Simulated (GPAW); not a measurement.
A run of GPAW 26.7.0 is set up as follows.

The input run.py:

```python
from ase.dft.bandgap import bandgap
from ase.io import read, write
from gpaw import GPAW

atoms = read('Au.cif')

calc = GPAW(mode='fd',
            h=0.2,
            xc='PBE',
            kpts={'size': (11, 11, 11), 'gamma': True},
            occupations={'name': 'fermi-dirac', 'width': 0.05},
            nbands=14,
            convergence={'density': 1e-05, 'energy': 1e-05},
            maxiter=150,
            txt='gpaw.txt')
atoms.calc = calc
energy = atoms.get_potential_energy()
forces = atoms.get_forces()
calc.write('gs.gpw')
write('result.traj', atoms)
print(f'Energy: {energy:.6f} eV')
print('Forces (eV/A):')
print(forces.round(4))
print('Fermi level:', round(calc.get_fermi_level(), 4), 'eV')
print(f'Gap: {bandgap(calc)[0]:.4f} eV, direct: {bandgap(calc, direct=True)[0]:.4f} eV')

path = atoms.cell.bandpath('GXWKGLUWLK,UX', npoints=80, eps=1e-4)
bs_calc = calc.fixed_density(kpts=path, symmetry='off', nbands=21,
                             convergence={'bands': 'CBM+6.0', 'eigenstates': 1e-6}, txt='bands.txt')
bs = bs_calc.band_structure()
bs.write('bs.json')
print(f'Gap on the path: {bandgap(bs_calc)[0]:.4f} eV')
```

Contents of Au.cif:

```cif
data_Au
_cell_length_a 2.87792460
_cell_length_b 2.87792460
_cell_length_c 2.87792460
_cell_angle_alpha 60.00000000
_cell_angle_beta 60.00000000
_cell_angle_gamma 60.00000000
_space_group_name_H-M_alt 'P1'
_space_group_name_Hall 'P 1'
_space_group_IT_number 1
loop_
_space_group_symop_operation_xyz
'x,y,z'
loop_
_atom_site_label
_atom_site_type_symbol
_atom_site_symmetry_multiplicity
_atom_site_Wyckoff_symbol
_atom_site_fract_x
_atom_site_fract_y
_atom_site_fract_z
_atom_site_occupancy
Au1 Au 1 a 0.0000000000 0.0000000000 0.0000000000 1
```

Potentials or basis: GPAW PAW data sets (gpaw-data 1.2.1), fd.

Run with:

```sh
$ OMP_NUM_THREADS=1 python run.py
```

Predict the band gap along the path.

none (metal or under the smearing width).

Levels at the corners of the path, in eV from the Fermi level:
```tsv
point	band 3	band 4	band 5	band 6	band 7
Γ	-4.79	-4.79	-3.25	-3.25	15.75
X	-2.07	-1.69	-1.69	0.98	5.90
W	-5.26	-3.39	-1.69	4.91	6.35
K	-3.92	-2.95	-2.14	4.00	4.68
Γ	-4.79	-4.79	-3.25	-3.25	15.75
L	-4.83	-2.02	-2.02	-1.05	3.15
U	-3.92	-2.95	-2.14	4.00	4.68
W	-5.26	-3.39	-1.69	4.91	6.35
L	-4.83	-2.02	-2.02	-1.05	3.15
K	-3.92	-2.95	-2.14	4.00	4.68
U	-3.92	-2.95	-2.14	4.00	4.68
X	-2.07	-1.69	-1.69	0.98	5.90
```

Caveat: the real-space grid adds noise to forces; spin-orbit coupling is left out, which moves the levels of the heavy elements.
